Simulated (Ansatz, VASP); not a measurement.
# ZnS: VASP beside Ansatz

File INCAR:

```
SYSTEM = ZnS
PREC = Accurate
ENCUT = 520
EDIFF = 1E-7
ISMEAR = -1
SIGMA = 0.01
LREAL = .False.
LASPH = .True.
NELM = 80
ALGO = Normal
ISIF = 2
LWAVE = .False.
LCHARG = .False.
GGA = PE
NBANDS = 16
```

Contents of KPOINTS:

```
regular mesh
0
Gamma
  9 9 9
  0 0 0
```

Contents of POSCAR:

```
ZnS
1.0
    0.0000000000      2.6499072441      2.6499072441
    2.6499072441      0.0000000000      2.6499072441
    2.6499072441      2.6499072441      0.0000000000
Zn S
1 1
Direct
    0.0000000000      0.0000000000      0.0000000000
    0.7500000000      0.7500000000      0.7500000000
```

Input for Ansatz:

```yaml
crystal:
  lattice:
    - [0.0, 2.6499072441, 2.6499072441]
    - [2.6499072441, 0.0, 2.6499072441]
    - [2.6499072441, 2.6499072441, 0.0]
  atoms:
    - { symbol: Zn, position: [0.0, 0.0, 0.0] }
    - { symbol: S, position: [0.75, 0.75, 0.75] }
kpoints:
  mp_grid: { grid: [9, 9, 9] }
scf:
  occupations: { method: fermi_dirac, width: 0.01 }
hamiltonian:
  xc: pbe
  pseudopotentials: { kind: all_electron, lapw: { basis_error: 0.00025 } }
output:
  forces: true
  stress: true
  eigenvalues: true
```

Change from the starting cell: volume scaled by 0.9405.

Alike in both runs: task single point; functional PBE; k mesh 9 × 9 × 9; occupations fermi-dirac, width 0.01 eV; no spin polarisation.

|  | VASP | Ansatz |
| --- | --- | --- |
| version | VASP 6.6.1 | Ansatz 0.2.0 |
| potentials or method | VASP PAW PBE potentials, release 64 (Zn, S) | all-electron LAPW, scalar-relativistic |
| plane-wave cutoff (eV) | 520 | see its input |

```csv
,VASP,Ansatz,Ansatz less VASP
gap on the k mesh at the Fermi level (eV),2.38,2.37,-0.005
pressure (GPa),6.9,6.7,-0.20
```

Ansatz ran all-electron here, so the differences hold the error of VASP's frozen core and of both bases.
